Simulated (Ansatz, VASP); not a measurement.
Two plane-wave programs on MgSi

```
CELL_PARAMETERS angstrom
2.90839 0.00000 0.00000
0.00000 2.90839 0.00000
0.00000 0.00000 4.10343
ATOMIC_POSITIONS crystal
Mg 0.00000 0.00000 0.00000
Si 0.50000 0.50000 0.50000
```

The cell comes from a database or a generator and needn't be the stable form of this composition.

Alike in both runs: task single point; functional PBEsol; k mesh 6 × 6 × 4; occupations gaussian, width 0.1 eV; no spin polarisation.

```csv
,VASP,Ansatz
version,VASP 6.6.1,Ansatz 0.2.0
potentials or method,"VASP PAW PBE potentials, release 64 (Mg, Si)","scalar-relativistic, plane waves, PAW"
plane-wave cutoff (eV),520,420
valence electrons in the cell,6,14
```

Ansatz gave:

```
gap on the k mesh at the Fermi level (eV)       : none
pressure (GPa)                                  : -0.6
largest component of the traceless stress (GPa) : 1.87
```

Estimate VASP's values.

gap on the k mesh at the Fermi level (eV): none; pressure (GPa): -0.7; largest component of the traceless stress (GPa): 1.83.

A gap of «none» marks a metal or a gap that the smearing closes. The two sets of potentials don't hold the same shells in valence.

Caveats: the k mesh is coarse (spacing up to 0.38 Å⁻¹), so the values aren't converged; the PAW data sets were made with another functional, which shifts forces and pressure a little (VASP).
